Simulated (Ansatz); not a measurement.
CaO (zincblende), relaxed with r2SCAN in Ansatz. The symmetry is F-43m (No. 216, cubic); a = 5.213 Å in the conventional setting, 17.71 Å³ an atom. Around Ca lie 4 O at 2.26 Å; around O lie 4 Ca at 2.26 Å.

The axes x, y and z are those of this cell:
```
Ca O
1.0
     0.00000    2.60673    2.60673
     2.60673    0.00000    2.60673
     2.60673    2.60673    0.00000
Ca O
1 1
Direct
  0.00000 0.00000 0.00000
  0.25000 0.25000 0.25000
```

Unstrained: The PBE gap is indirect, 3.333 eV (W to Γ), below the direct gap of 3.954 eV at Γ. r2SCAN gives an indirect gap of 3.759 eV, from W to Γ; the least direct gap is 4.375 eV at Γ. With HSE06 the valence top lies at X and the conduction bottom at Γ, 4.728 eV higher; the smallest vertical gap, at Γ, is 5.346 eV. Meshes: PBE 8×8×8, r2SCAN 8×8×8, HSE06 6×6×6. Strains are changes of length per length. After each strain the atoms were relaxed again with r2SCAN within the symmetry that the strain leaves, so tilts or polar shifts that break it weren't tested; points keep the names that they have in the unstrained zone. Values at 0 K without nuclear motion; spin polarisation is off, and the phase may be a hypothetical one.

Q: One strain changed the r2SCAN stress by xx -0.55, yy -0.55, zz +0.01 GPa (compression positive) and the gap by -0.057 eV (PBE), -0.052 eV (r2SCAN), -0.067 eV (HSE06). Which kind of strain was it, and roughly how large?

A: Epitaxial +2.5 % in the xy plane, free normal strain -4.70 %. The pattern of the stress gives the kind; the size needs the stiffness, so it is an estimate.

Q: One strain changed the r2SCAN stress by xx +12.93, yy +12.93, zz +12.93 GPa (compression positive) and the gap by +0.422 eV (PBE), +0.430 eV (r2SCAN), +0.474 eV (HSE06). Which kind of strain was it, and roughly how large?

A: Isotropic -4.0 % on every length. The pattern of the stress gives the kind; the size needs the stiffness, so it is an estimate.

Q: One strain changed the r2SCAN stress by xx -7.62, yy -7.62, zz -7.62 GPa (compression positive) and the gap by -0.401 eV (PBE), -0.411 eV (r2SCAN), -0.458 eV (HSE06). Which kind of strain was it, and roughly how large?

A: Isotropic +4.0 % on every length. The pattern of the stress gives the kind; the size needs the stiffness, so it is an estimate.

Q: For epitaxial -5.0 % in the xy plane, how far does the free direction move, and what happens to the gap?

A: The normal strain at zero normal stress is +7.01 %, 1.40 of the in-plane strain with the sign turned. PBE: the gap goes from 3.333 to 3.302 eV (-0.031 eV); the edges move from W → Γ to X → Γ. r2SCAN: the gap goes from 3.759 to 3.737 eV (-0.022 eV); the edges move from W → Γ to X → Γ. HSE06: the gap goes from 4.728 to 4.694 eV (-0.034 eV).

Q: Apply uniaxial -4.0 % along [111], other directions held. How far does the gap move, against the unstrained cell?

A: PBE: the gap goes from 3.333 to 3.453 eV (+0.120 eV); the edges move from W → Γ to X → Γ. r2SCAN: the gap goes from 3.759 to 3.881 eV (+0.122 eV); the edges move from W → Γ to X → Γ. HSE06: the gap goes from 4.728 to 4.859 eV (+0.131 eV). The r2SCAN energy rises by 11.5 meV an atom.

The meshes of the hybrids are coarse, so their gaps aren't converged to the digits shown.
